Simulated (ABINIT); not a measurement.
Runs of ABINIT 10.8.3 (patched build) on NaCl. The structure is cubic, space group Fm-3m (No. 225). Conventional cell: a = 5.588 Å, b = 5.588 Å, c = 5.588 Å, α = 90.00°, β = 90.00°, γ = 90.00°. Around Cl (site symmetry m-3m) lie 6 Na at 2.79 Å. Na (site symmetry m-3m) is surrounded by 6 Cl at 2.79 Å. The cell is a database's computed one.

```csv
task,level,potentials or basis,k mesh,cutoff (eV),fine-grid cutoff,mesh quality,gap on the mesh (eV),pressure (GPa)
single point,PBE,JTH PAW PBE v2.0,10 × 10 × 10,1088,1687.11 eV,not flagged,5.21,1.7
single point,PBEsol,JTH PAW PBE v2.0,3 × 3 × 3,1088,1687.11 eV,coarse,5.02,0.6
band structure,SOGGA,JTH PAW PBE v2.0,8 × 8 × 8,1088,1687.11 eV,not flagged,5.02,0.2
band structure,LDA,PseudoDojo NC SR LDA v0.4.1 standard,8 × 8 × 8,1197,-,not flagged,4.80,-1.8
band structure,PBE,JTH PAW PBE v2.0,8 × 8 × 8,1088,1687.11 eV,not flagged,5.21,1.7
single point,r2SCAN,JTH PAW PBE v2.0,6 × 6 × 6,1306,1959.22 eV,not flagged,(a),0.4
band structure,PBEsol,JTH PAW PBE v2.0,8 × 8 × 8,1088,1687.11 eV,not flagged,5.03,0.4
band structure,PBEsol,PseudoDojo NC SR PBEsol v0.4.1 standard,8 × 8 × 8,1197,-,not flagged,5.04,0.2
band structure,BP86,JTH PAW PBE v2.0,8 × 8 × 8,1088,1687.11 eV,not flagged,5.22,1.9
single point,PBEsol,JTH PAW PBE v2.0,6 × 6 × 6,1088,1687.11 eV,not flagged,5.03,0.4
band structure,LDA-PZ,JTH PAW LDA v2.0,8 × 8 × 8,1225,1836.77 eV,not flagged,4.79,(b)
```

Alike in all rows: no spin polarisation; cell as given; smearing fermi-dirac 0.05 eV.

Question: Fill in the values left out.

Answer: (a) 6.01; (b) -1.7.

Caveats: some runs use coarse meshes; the PAW data sets were made with another functional, which shifts forces and pressure a little (some runs).

A k mesh can miss the band edges.
